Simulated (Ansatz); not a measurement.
# C in Ansatz: the effect of functional

Crystal: C.

```
C
1.0
     0.00000    1.78337    1.78337
     1.78337    0.00000    1.78337
     1.78337    1.78337    0.00000
C
2
Direct
  0.75000 0.75000 0.75000
  0.50000 0.50000 0.50000
```

This isn't the form of C at room conditions, which is graphite.

Alike in all runs:

- Program: Ansatz 0.2.0
- Task: single point
- Potentials or basis: all-electron PAW datasets made for the crystal
- k mesh: 10 × 10 × 10
- Occupations: fermi-dirac, width 0.05 eV
- Spin: no spin polarisation

Task: One run gave: gap on the mesh 6.07 eV. Which functional did it use?
A. HSE06
B. PBE0
C. PBE

Result: B.

```csv
functional,cutoff,gap on the mesh (eV)
PBE,540 eV,4.18
HSE06,600 eV,5.32
PBE0,600 eV,6.07
```

A k mesh can miss the band edges.

Not every run made on this cell is shown here.
